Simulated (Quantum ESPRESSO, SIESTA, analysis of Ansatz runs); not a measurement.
# Ga_i (4-fold void) in GaN (F-43m): levels and formation energies (SIESTA), part 2 of 3

Question: at which Fermi levels does Ga_i (4-fold void) in GaN (F-43m) change its charge? Model: a cell of 54 host atoms with 1 Ga put in.

SIESTA 5.4.2; SIESTA numerical-orbital DFT, PBEsol, DZP basis, PseudoDojo 0.4.1 potentials converted to PSML; charged supercells in a uniform background, point-charge correction with alignment at far sites.

So far. Step 2 (Band edges): The gap at this level is 1.65 eV.

## Step 3: Relaxing each charge state

Level of this step: SIESTA numerical-orbital DFT, PBEsol, DZP basis, PseudoDojo 0.4.1 potentials converted to PSML; relaxation of all atoms of a defect supercell at fixed charge in a uniform background (SIESTA).

Each state starts from the atoms near the defect displaced at random, so that no symmetry of the ideal site is imposed. An odd electron count needs spin polarisation, and the total moment is held fixed to keep the state apart from its neighbours in spin. Charge +2 is shown in full.

defect.fdf

```
SystemName                      Ga28N27
SystemLabel                     defect
NumberOfSpecies                 2
NumberOfAtoms                   55
%block ChemicalSpeciesLabel
  1   31 Ga
  2    7 N
%endblock ChemicalSpeciesLabel
LatticeConstant                 1.0 Ang
%block LatticeVectors
     0.002625000     6.793473000     6.793473000
     6.793473000     0.002625000     6.793473000
     6.793473000     6.793473000     0.002625000
%endblock LatticeVectors
AtomicCoordinatesFormat         Fractional
%block AtomicCoordinatesAndAtomicSpecies
     0.005786077    -0.003338418     0.000542209  1
     0.079178259     0.089194344     0.081735949  2
    -0.000014128    -0.000014128     0.333319205  1
     0.088712977     0.084625448     0.412723459  2
    -0.004433739    -0.002860385     0.670004979  1
     0.082802193     0.083132957     0.755491833  2
    -0.000014128     0.333319205    -0.000014128  1
     0.084226817     0.415503070     0.078315271  2
    -0.000014128     0.333319205     0.333319205  1
     0.083306456     0.416639789     0.416639789  2
    -0.000555632     0.328293348     0.666875245  1
     0.083306456     0.416639789     0.749973123  2
     0.005175627     0.664868405     0.001304750  1
     0.087392907     0.752425634     0.082281039  2
     0.003017321     0.669793696     0.327395263  1
     0.083306456     0.749973123     0.416639789  2
     0.002149354     0.671582881     0.662958002  1
     0.083239321     0.753678899     0.744040027  2
     0.332101855     0.006262762    -0.002035705  1
     0.416639789     0.083306456     0.083306456  2
     0.337029024     0.003622884     0.329968506  1
     0.412648298     0.089315235     0.415367942  2
     0.331366069    -0.003213209     0.672895267  1
     0.420839196     0.083872615     0.744061977  2
     0.332268396     0.331936423    -0.003705290  1
     0.412616090     0.413718956     0.088417576  2
     0.333319205     0.333319205     0.333319205  1
     0.416639789     0.416639789     0.416639789  2
     0.333319205     0.333319205     0.666652538  1
     0.421042434     0.413118585     0.752850467  2
     0.337107296     0.670075170    -0.004653907  1
     0.419847511     0.743894521     0.083550040  2
     0.333319205     0.666652538     0.333319205  1
     0.415010948     0.750933088     0.411955817  2
     0.334499756     0.668572957     0.669806378  1
     0.411380224     0.749806976     0.750261012  2
     0.666803839    -0.005285111    -0.000029077  1
     0.748638456     0.085352601     0.078053854  2
     0.666652538    -0.000014128     0.333319205  1
     0.749973123     0.083306456     0.416639789  2
     0.666652538    -0.000014128     0.666652538  1
     0.755790762     0.081569323     0.745808754  2
     0.666652538     0.333319205    -0.000014128  1
     0.749973123     0.416639789     0.083306456  2
     0.666652538     0.333319205     0.333319205  1
     0.749973123     0.416639789     0.416639789  2
     0.666652538     0.333319205     0.666652538  1
     0.749973123     0.416639789     0.749973123  2
     0.666652538     0.666652538    -0.000014128  1
     0.743799876     0.751467646     0.086854492  2
     0.666652538     0.666652538     0.333319205  1
     0.749973123     0.749973123     0.416639789  2
     0.666922297     0.668939375     0.670148360  1
     0.749973123     0.749973123     0.749973123  2
     0.169731411     0.829221233     0.837554669  1
%endblock AtomicCoordinatesAndAtomicSpecies
%block kgrid.MonkhorstPack
    2   0   0  0.50
    0   2   0  0.50
    0   0   2  0.50
%endblock kgrid.MonkhorstPack
XC.Functional                   GGA
XC.Authors                      PBEsol
PAO.BasisSize                   DZP
PAO.EnergyShift                 0.005 Ry
Mesh.Cutoff                     300 Ry
NetCharge                       2.0
Spin                            polarized
%block DM.InitSpin
     6   0.200
    14   0.200
    18   0.200
    36   0.200
    55   0.200
%endblock DM.InitSpin
Spin.Fix                        true
Spin.Total                      1.0
OccupationFunction              FD
ElectronicTemperature           0.01 eV
MaxSCFIterations                150
SCF.MustConverge                true
SCF.Mixer.Method                Pulay
SCF.Mixer.Weight                0.1
SCF.Mixer.History               10
SCF.DM.Tolerance                3.0e-4
SCF.H.Tolerance                 3.0e-3 eV
WriteForces                     true
Charge.Mulliken                 end
SaveRho                         true
SaveElectrostaticPotential      true
Charge.Hirshfeld                end
Charge.Voronoi                  end
MD.TypeOfRun                    Broyden
MD.Steps                        90
MD.MaxForceTol                  0.04 eV/Ang
MD.MaxDispl                     0.15 Ang
WriteCoorStep                   true
AtomCoorFormatOut               Fractional
```

Started as:

```
> OMP_NUM_THREADS=1 siesta defect.fdf > defect.out
```

Output:

```text
Version         : 5.4.2

                           ***********************
                           *  WELCOME TO SIESTA  *
                           ***********************

[...]
reinit: Reading from file defect.fdf

reinit: -----------------------------------------------------------------------
reinit: System Name: Ga28N27
reinit: -----------------------------------------------------------------------
reinit: System Label: defect
reinit: -----------------------------------------------------------------------

[...]
initatom: Reading input for the pseudopotentials and atomic orbitals ----------
Species number:   1 Atomic number:   31 Label: Ga
Species number:   2 Atomic number:    7 Label: N

[... pseudopotential checks and orbital generation ...]

prinput: Basis input

PAO.BasisType split

%block ChemicalSpeciesLabel
    1   31 Ga                      # Species index, atomic number, species label
    2    7 N                       # Species index, atomic number, species label
%endblock ChemicalSpeciesLabel

%block PAO.Basis                 # Define Basis set
# WARNING: This information might be incomplete!
Ga                    4                    # Species label, number of l-shells
 n=4   0   2                         # n, l, Nzeta
   6.217      4.287
   1.000      1.000
 n=4   1   2                         # n, l, Nzeta
   8.738      6.186
   1.000      1.000
 n=3   2   1                         # n, l, Nzeta
   3.373
   1.000
 n=4   2   1                         # n, l, Nzeta
   8.738
   1.000
N                     2                    # Species label, number of l-shells
 n=2   0   2                         # n, l, Nzeta
   4.265      2.697
   1.000      1.000
 n=2   1   2 P   1                   # n, l, Nzeta, Polarization, NzetaPol
   5.254      3.313
   1.000      1.000
%endblock PAO.Basis

prinput: ----------------------------------------------------------------------

coor:   Atomic-coordinates input format  =     Fractional

[...]
siesta: System type = bulk

initatomlists: Number of atoms, orbitals, and projectors:     55   855   720

[... echo of the settings ...]

siesta: k-grid: Number of k-points = 4
siesta: k-points from Monkhorst-Pack grid
siesta: k-cutoff (effective) =     9.604 Ang
siesta: k-point supercell and displacements
siesta: k-grid:     2     0     0      0.500
siesta: k-grid:     0     2     0      0.500
siesta: k-grid:     0     0     2      0.500

diag: Algorithm                                     = D&C
diag: Absolute tolerance                            =  0.100E-15
diag: Orthogonalization factor                      =  0.100E-05

superc: Internal auxiliary supercell:     5 x     5 x     5  =     125
superc: Number of atoms, orbitals, and projectors:   6875 106875  90000

                     ====================================
                        Begin Broyden opt. move =      0
                     ====================================

[...]
superc: Internal auxiliary supercell:     5 x     5 x     5  =     125
superc: Number of atoms, orbitals, and projectors:   6875 106875  90000

outcell: Unit cell vectors (Ang):
        0.002625    6.793473    6.793473
        6.793473    0.002625    6.793473
        6.793473    6.793473    0.002625

outcell: Cell vector modules (Ang)   :    9.607422    9.607422    9.607422
outcell: Cell angles (23,13,12) (deg):     59.9744     59.9744     59.9744
outcell: Cell volume (Ang**3)        :    626.6914
[...]
Initializing Density Matrix...

[...]
DM filled with atomic data (user-defined):
Note: For starting DM, Qtot, Tr[D*S] =        497.00000000        499.00000000

InitMesh: MESH = 90 x 90 x 90 = 729000
InitMesh: Mesh cutoff (required, used) =   300.000   363.661 Ry

[...]
iscf     Eharris(eV)        E_KS(eV)     FreeEng(eV)     dDmax     Ef_up Ef_dn(eV) dHmax(eV)
   scf:    1   -65408.010771   -65677.612371   -65677.612371  0.863605 -4.552082 -8.096069 11.129538
[...]
scf:    2   -64097.490376   -65230.832410   -65230.838315  2.088150 -3.198153 -3.288075 60.117710
[...]
scf:    3   -65756.740078   -65743.307289   -65743.307289  1.994704 -4.106337 -6.418066  4.620821
[...]
scf:    4   -65757.741964   -65754.112256   -65754.112256  0.100223 -4.229005 -6.096593  1.080374
[...]
scf:    5   -65754.333351   -65754.249672   -65754.249672  0.018145 -4.277129 -6.149578  0.510220
[...]
scf:    6   -65754.274382   -65754.264045   -65754.264045  0.003665 -4.294434 -6.014230  0.393459
[...]
scf:    7   -65754.331676   -65754.303169   -65754.303169  0.014238 -4.402353 -6.129336  0.083099
[...]
scf:    8   -65754.305957   -65754.304754   -65754.304754  0.001772 -4.407613 -6.135278  0.024604
[...]
scf:    9   -65754.305454   -65754.305144   -65754.305144  0.001026 -4.407162 -6.135123  0.022873
[...]
scf:   10   -65754.305318   -65754.305247   -65754.305247  0.000356 -4.406102 -6.134163  0.014679
[...]
spin moment: {S} , |S| = {        0.0        0.0    1.00000 }     1.00000

SCF Convergence by DM+H criterion
max |DM_out - DM_in|         :     0.0000956065
max |H_out - H_in|      (eV) :     0.0014808635
SCF cycle converged after 13 iterations

Using DM_out to compute the final energy and forces

siesta: E_KS(eV) =           -65754.3053

[...]
====================================

[...]
Re-using DM from previous geometries...
Number of DMs in history: 1
 DM extrapolation coefficients:
1   1.00000
New DM after history re-use:

[...]
iscf     Eharris(eV)        E_KS(eV)     FreeEng(eV)     dDmax     Ef_up Ef_dn(eV) dHmax(eV)
   scf:    1   -65759.908488   -65759.935417   -65759.935417  0.021383 -3.394542 -6.287491  0.165973
[...]
scf:    2   -65759.910217   -65759.928323   -65759.928323  0.015180 -3.415225 -6.276565  0.424489
[...]
scf:    3   -65759.938357   -65759.936480   -65759.936480  0.011402 -3.399622 -6.286723  0.016376
[...]
scf:    4   -65759.936534   -65759.936518   -65759.936518  0.000245 -3.399653 -6.286375  0.002317
     spin moment: {S} , |S| = {        0.0        0.0    1.00000 }     1.00000

SCF Convergence by DM+H criterion
[...]
SCF cycle converged after 4 iterations

[...]
siesta: E_KS(eV) =           -65759.9365

siesta: Atomic forces (eV/Ang):
     1   -0.017469   -0.014377    0.006419
     2   -0.020477    0.008576   -0.012347
     3   -0.006588   -0.004271   -0.014336
     4   -0.001528   -0.007488   -0.017827
     5    0.008655   -0.012819   -0.010083
     6   -0.010654   -0.017721    0.013010
     7   -0.009799    0.034739    0.001161
     8    0.014278    0.011190    0.003801
     9    0.003106    0.011653   -0.004869
    10   -0.004749    0.008989    0.006535
[...]
51   -0.006311   -0.012857    0.013381
    52   -0.009573    0.009618   -0.000209
    53   -0.010204   -0.009675   -0.016088
    54   -0.009455   -0.008857   -0.005888
    55   -0.002572   -0.011436    0.020059
   Tot    0.009925    0.013235   -0.009082
   Max    0.034739
   Res    0.010081    sqrt( Sum f_i^2 / 3N )
   Max    0.034739    constrained

Stress tensor Voigt[x,y,z,yz,xz,xy] (kbar):      -64.13      -64.28      -64.37       -0.80       -0.73       -1.04
[...]
outcoor: Relaxed atomic coordinates (fractional):
   -0.01670941    0.01680533    0.01761200   1       1  Ga
    0.08528245    0.08662991    0.08520776   2       2  N
   -0.00074755    0.00059086    0.33350273   1       3  Ga
    0.08587423    0.08614003    0.40956822   2       4  N
   -0.01567271    0.01646909    0.64916266   1       5  Ga
    0.08387248    0.08260934    0.75069542   2       6  N
   -0.00173306    0.33492438   -0.00108001   1       7  Ga
    0.08523219    0.41024547    0.08493228   2       8  N
   -0.00101173    0.33443114    0.33330874   1       9  Ga
    0.08342097    0.41653114    0.41606674   2      10  N
   -0.00193622    0.33864018    0.66473846   1      11  Ga
    0.08392643    0.41627711    0.74963187   2      12  N
   -0.01630364    0.64970561    0.01672432   1      13  Ga
    0.08449680    0.75022350    0.08323063   2      14  N
   -0.00186389    0.66517757    0.33891368   1      15  Ga
    0.08416413    0.75122574    0.41515344   2      16  N
   -0.00144599    0.66490651    0.66369120   1      17  Ga
    0.08405142    0.74977704    0.74921939   2      18  N
    0.33416931    0.00100794   -0.00003928   1      19  Ga
    0.41740253    0.08334119    0.08256332   2      20  N
[...]
0.75023861    0.41653134    0.41626856   2      46  N
    0.66797992    0.33382897    0.66505633   1      47  Ga
    0.74945185    0.41626071    0.75041324   2      48  N
    0.66812086    0.66526791   -0.00042555   1      49  Ga
    0.74422022    0.75121899    0.08577723   2      50  N
    0.66767534    0.66525902    0.33418880   1      51  Ga
    0.74950236    0.75074077    0.41614598   2      52  N
    0.67281463    0.66493472    0.66472272   1      53  Ga
    0.74995529    0.75061938    0.75019135   2      54  N
    0.16690359    0.83267473    0.83366307   1      55  Ga

[...]
siesta: Final energy (eV):
siesta:  Band Struct. =   -8393.151095
siesta:       Kinetic =   52921.580773
siesta:       Hartree =   16453.143187
[...]
siesta:         Exch. =  -16913.679784
siesta:         Corr. =   -1091.764321
[...]
siesta:   Exch.-corr. =  -18005.444104
siesta:  Ion-electron =  -81502.742889
siesta:       Ion-ion =  -35626.473484
[...]
siesta:         Total =  -65759.936518
siesta:      Fermi_up =      -3.399653
siesta:      Fermi_dn =      -6.286375

siesta: Stress tensor (static) (eV/Ang**3):
siesta:    -0.040026   -0.000651   -0.000458
siesta:    -0.000652   -0.040123   -0.000496
siesta:    -0.000458   -0.000496   -0.040177

siesta: Cell volume =        626.691445 Ang**3

siesta: Pressure (static):
siesta:                Solid            Molecule  Units
siesta:           0.00043684          0.00043691  Ry/Bohr**3
siesta:           0.04010841          0.04011493  eV/Ang**3
siesta:          64.26075373         64.27119686  kBar

[...]
mulliken: Qtot =      249.000

[...]
mulliken: Qtot =      248.000

Mulliken Atomic Populations:
Atom #   charge [q] valence [e]      Sz [e]  Species
     1     0.972641   12.027359    0.017617  Ga
     2    -0.838057    5.838057    0.010252  N
     3     0.903975   12.096025    0.010955  Ga
     4    -0.839388    5.839388    0.010628  N
     5     0.979639   12.020361    0.015576  Ga
     6    -0.922406    5.922406    0.043723  N
     7     0.902044   12.097956    0.010929  Ga
     8    -0.839203    5.839203    0.010725  N
     9     0.898317   12.101683    0.010134  Ga
    10    -0.822291    5.822291    0.014768  N
    11     0.803858   12.196142    0.049014  Ga
    12    -0.822275    5.822275    0.016085  N
    13     0.978353   12.021647    0.016225  Ga
    14    -0.919659    5.919659    0.045059  N
    15     0.805813   12.194187    0.049148  Ga
    16    -0.822131    5.822131    0.016479  N
    17     0.801836   12.198164    0.053924  Ga
    18    -0.919415    5.919415    0.047505  N
    19     0.871845   12.128155    0.010654  Ga
    20    -0.831077    5.831077    0.005618  N
[...]
46    -0.834103    5.834103    0.007356  N
    47     0.898352   12.101648    0.010101  Ga
    48    -0.822249    5.822249    0.014788  N
    49     0.902315   12.097685    0.010865  Ga
    50    -0.839190    5.839190    0.010686  N
    51     0.898413   12.101587    0.010187  Ga
    52    -0.822135    5.822135    0.014842  N
    53     0.805607   12.194393    0.048756  Ga
    54    -0.822212    5.822212    0.016123  N
    55     0.702906   12.297094    0.090849  Ga
 Total     2.000000                1.000000

[...]
Job completed
```

The job ended after 1.9 h (1 MPI rank of Arm Neoverse V2, shared host; peak memory 2 GiB).

The steps and moves of this run count from the displaced start.

The steps of the relaxation:

```tsv
step	energy less that of the first step (eV)	largest force (eV/Å)
0	0.0000	7.7961
1	-4.6011	2.2446
2	-5.3085	0.8884
3	-5.5330	0.4382
4	-5.6096	0.1609
5	-5.6232	0.1238
6	-5.6284	0.0776
7	-5.6312	0.0371
```

The atoms that moved most (Å):

```tsv
atom	dx	dy	dz	length
Ga35	-0.268	-0.031	-0.017	0.270
Ga23	-0.018	-0.028	0.267	0.269
Ga1	0.253	-0.037	-0.016	0.256
Ga13	0.002	-0.041	-0.249	0.252
Ga31	0.002	0.242	-0.040	0.246
Ga5	-0.010	-0.218	0.055	0.225
Ga15	0.047	0.045	-0.064	0.091
N42	0.060	-0.042	-0.049	0.088
```

Neighbours of Ga55 at the end:

```tsv
atom	distance (Å)
N14	1.957
N36	1.960
N6	1.960
N18	1.963
Ga13	2.487
Ga5	2.493
Ga35	2.495
Ga31	2.497
Ga23	2.499
Ga1	2.500
```

Energies on the run's own zero. States near gap, by row:

```tsv
spin	k	band	energy (eV)	filled by count
up	0	245	-7.063	1
up	0	246	-7.062	1
up	0	247	-6.596	1
up	0	248	-6.596	1
up	0	249	-4.444	1
up	0	250	-3.223	0
up	0	251	-2.801	0
up	0	252	-2.765	0
up	0	253	-2.758	0
up	1	245	-7.2	1
up	1	246	-7.016	1
up	1	247	-6.906	1
up	1	248	-6.765	1
up	1	249	-3.587	1
up	1	250	-3.159	0
up	1	251	-2.894	0
up	1	252	-2.442	0
up	1	253	-2.291	0
down	0	244	-7.261	1
down	0	245	-7.035	1
down	0	246	-7.034	1
down	0	247	-6.57	1
down	0	248	-6.569	1
down	0	249	-4.367	0
down	0	250	-3.149	0
down	0	251	-2.726	0
down	0	252	-2.695	0
down	1	244	-7.26	1
down	1	245	-7.173	1
down	1	246	-6.989	1
down	1	247	-6.881	1
down	1	248	-6.739	1
down	1	249	-3.487	0
down	1	250	-3.1	0
down	1	251	-2.839	0
down	1	252	-2.375	0
```

Spin density in the ac plane at fractional y = 0.833, through the centre, with atoms of Ga within 0.45 Å of it.

Ten even steps from '0' (-0.01 × 1e-2 e/Å³) to '9' (1.81 × 1e-2 e/Å³), each cell a mean:
```
100001211000000000000000122
454334321100000000000000123
477326631000000000000000011
136301531000000000000000000
112421320110000000000000000
374256631572000000010000000
289316741494001100011001100
014202441033001210000001121
100000232000001221000000122
210000111100001222100000122
110000001000000111000000001
000000000000000000000000000
000000000000000000000000000
010000000010000000110000000
011000000010000000011000000
011000000000000000001000110
000000000000000000000000121
110000000000000000000001122
210000000000000000000000122
100000000000000000000000001
000000000000000000000000000
231000000000000000000000000
398200000010000000011000000
046300100000000000000000110
```
Columns run along a (9.6 Å), rows up along c (9.6 Å). Atoms in or near the plane, at fractional coordinates: Ga at (0.17, 0.83).

[end of part 2 of 3]

[Logs are printed without paths, hosts, clocks, repeated set-up lines and the standing remarks that a program may print on its own settings, such as how far it seeks lower states.]

[Hosts, paths, dates, database ids (printed as entryN), source tags and the programs' standing remarks are cut or masked in the printed files.]

[For some hosts the program warned that the k-mesh of the response run may be too coarse for force constants and the static dielectric constant; such warnings are not shown here.]

[Charge tables in the logs are Mulliken or Hirshfeld populations, whose sizes and signs can differ; where basis functions stand at a vacancy, SIESTA counts their charge against the missing atom's valence.]

[In relaxation paths of CP2K, step 0 can be the structure after the first move, since the trajectory file begins there, and the last row can be the final structure solved once more.]
